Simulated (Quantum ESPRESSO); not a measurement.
# Al: phonons at L under several settings

```
Al
1.0
     0.00000    2.02481    2.02481
     2.02481    0.00000    2.02481
     2.02481    2.02481    0.00000
Al
1
Direct
  0.00000 0.00000 0.00000
```

All runs used Quantum ESPRESSO 7.5; k mesh 11 × 11 × 11; no spin polarisation.

| level | potentials | geometry | cutoff (eV) | occupations | volume (Å³/atom) | pressure (GPa) | frequencies (cm⁻¹) |
| --- | --- | --- | --- | --- | --- | --- | --- |
| LDA | PseudoDojo 0.4.1 SR LDA standard | given cell, atoms relaxed | 599 | methfessel-paxton, width 0.272 eV | 16.60 | ? | ? |
| PBEsol | PseudoDojo 0.4.1 SR PBEsol standard | relaxed cell | 544 | cold, width 0.2 eV | 16.18 | 0.0 | 147 147 309 |

Task: What stands in the row left open?

Result: Pressure -3.9 GPa; frequencies 130 130 275 cm⁻¹.

Caveats: the q point doesn't lie on the k mesh, which can shift a metal's frequencies strongly unless the mesh is converged; the cell is more than 3 GPa from zero pressure, which shifts response properties (some runs).

For the row left open. Caveat: the cell is more than 3 GPa from zero pressure, which shifts response properties; the q point doesn't lie on the k mesh, which can shift a metal's frequencies strongly unless the mesh is converged.
